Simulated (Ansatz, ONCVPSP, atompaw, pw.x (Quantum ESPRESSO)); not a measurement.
**Which W potential is closest to all-electron in the fcc crystal?**

All use PBE, scalar-relativistic, no spin, cutoffs from each file’s atomic test, pw.x 7.5; 14³ k-points, Fermi–Dirac smearing 0.01 Ry. Δ is the rms difference from all-electron LAPW of the E(V) curves that follow from fits to the pressures, over ±6 % in volume. Mesh and smearing are coarse and serve the comparison alone. The files are a selection: those with a ghost or negative overlap were mostly not run, and those with noisy or unconverged pressures or nearly equal Δ are left out.

All-electron: a0 = 4.039 Å (V0 = 16.47 Å³/atom), B0 = 280.9 GPa.

Rank them by Δ, smallest first.
A. PAW, atompaw 4.2.0.5, PBE; core [Kr] 4d10 4f14 5s2, reference 5p6 5d4 6s2 6p0; waves: 6s (bound): rc 2.65 bohr; 6s channel at 2.4 Ry: rc 2.65 bohr; 5p (bound): rc 1.60 bohr; 6p (bound, empty): rc 2.65 bohr; 5d (bound): rc 2.65 bohr; 5d channel at 0.2 Ry: rc 2.40 bohr; local part: bessel scheme, radius 2.65 bohr; core correction: smooth core density matched at 1.60 bohr; augmentation: besselshape compensation charge, radius 2.30 bohr; PAW radius 2.65 bohr; waves and projectors: custom polynom2 7 10 vanderbiltortho.
B. optimised norm-conserving Vanderbilt (ONCV), ONCVPSP 4.0.1.1 (patched build), PBE; core [Kr] 4d10 4f14, reference 5s2 5p6 5d4 6s2; waves: 5s+6s: rc 1.90 bohr, ncon 5, nbas 9, qcut 7.2 1/bohr, 3 projectors, debl 3.6 Ha; 5p: rc 1.60 bohr, ncon 4, nbas 8, qcut 7.1 1/bohr, 2 projectors, debl 3.3 Ha; 5d: rc 1.65 bohr, ncon 5, nbas 10, qcut 6.6 1/bohr, 1 projector; local part: polynomial inside 1.45 bohr (lpopt 5, dvloc0 0 Ha); core correction: none.
C. PAW, atompaw 4.2.0.5, PBE; core [Xe] 4f14, reference 5d4.5 6s1.5 6p0; waves: 6s (bound): rc 2.35 bohr; 6s channel at 1.15 Ry: rc 3.00 bohr; 6p (bound, empty): rc 3.00 bohr; 6p channel at 4.35 Ry: rc 3.00 bohr; 5d (bound): rc 1.50 bohr; 5d channel at 5 Ry: rc 1.50 bohr; local part: bessel scheme, radius 2.15 bohr; core correction: smooth core density matched at 1.65 bohr; augmentation: sinc compensation charge, radius 2.80 bohr; PAW radius 3.00 bohr; waves and projectors: custom rrkj vanderbiltortho.

C (4.0 meV/atom), B (10.0 meV/atom), A (22.2 meV/atom).
